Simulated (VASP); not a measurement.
A run of VASP 6.6.1:

Contents of INCAR:

```
SYSTEM = BN
ALGO     = Normal         ! electronic algorithm
EDIFF    = 1E-7           ! SCF threshold, eV
ENCUT    = 520            ! plane-wave cutoff, eV
GGA      = PS             ! functional
ISIF     = 2              ! what is computed and relaxed
ISMEAR   = -1             ! smearing method
LASPH    = .True.         ! aspherical terms in the spheres
LCHARG   = .False.        ! write CHGCAR
LREAL    = .False.        ! projectors in reciprocal space
LWAVE    = .False.        ! write WAVECAR
NBANDS   = 16             ! bands
NELM     = 80             ! most SCF steps
PREC     = Accurate       ! precision mode
SIGMA    = 0.05           ! smearing width, eV
```

File KPOINTS:

```
k-points
0
Gamma
  12 12 4
  0 0 0
```

File POSCAR:

```
BN
1.0
    2.4982400000      0.0000000000      0.0000000000
   -1.2491200000      2.1635393048      0.0000000000
    0.0000000000      0.0000000000      6.6357000000
N B
2 2
Direct
    0.6666666667      0.3333333333      0.2500000000
    0.3333333333      0.6666666667      0.7500000000
    0.6666666667      0.3333333333      0.7500000000
    0.3333333333      0.6666666667      0.2500000000
```

Potentials or basis: VASP PAW PBE potentials, release 64 (N, B).

Command:

```sh
$ cat potpaw_PBE.64/N/POTCAR potpaw_PBE.64/B/POTCAR > POTCAR
$ mpirun -np 1 vasp_std > vasp.out
```

Hardware: 1 thread of Intel(R) Xeon(R) Platinum 8559C (Emerald Rapids), with other jobs on the host.

Problem. How long does it take, and how much memory?

Solution. Run time: 20 s on 1 thread of Intel(R) Xeon(R) Platinum 8559C (Emerald Rapids), with other jobs on the host, peak memory 0.16 GiB. Counts: scf iterations 13, k points 57.
